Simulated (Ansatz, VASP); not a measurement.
Cd in VASP and in Ansatz

```xyz
1
Lattice="1.5577 0.8994 2.6100 -1.5577 0.8994 2.6100 0.0000 -1.7987 2.6100" Properties=species:S:1:pos:R:3 pbc="T T T"
Cd    0.0000    0.0000    0.0000
```

Alike in both runs: task single point; functional PBE; k mesh 21 × 21 × 21; occupations gaussian, width 0.15 eV; no spin polarisation.

|  | VASP | Ansatz |
| --- | --- | --- |
| version | VASP 6.6.1 | Ansatz 0.2.0 |
| potentials or method | VASP PAW PBE potentials, release 64 (Cd) | scalar-relativistic, plane waves, PAW |
| plane-wave cutoff (eV) | 520 | 420 |
| valence electrons in the cell | 12 | 20 |

```csv
,VASP,Ansatz,Ansatz less VASP
gap on the k mesh at the Fermi level (eV),none,none,-
pressure (GPa),2.2,1.9,-0.28
```

A gap of «none» marks a metal or a gap that the smearing closes. The two sets of potentials don't hold the same shells in valence.
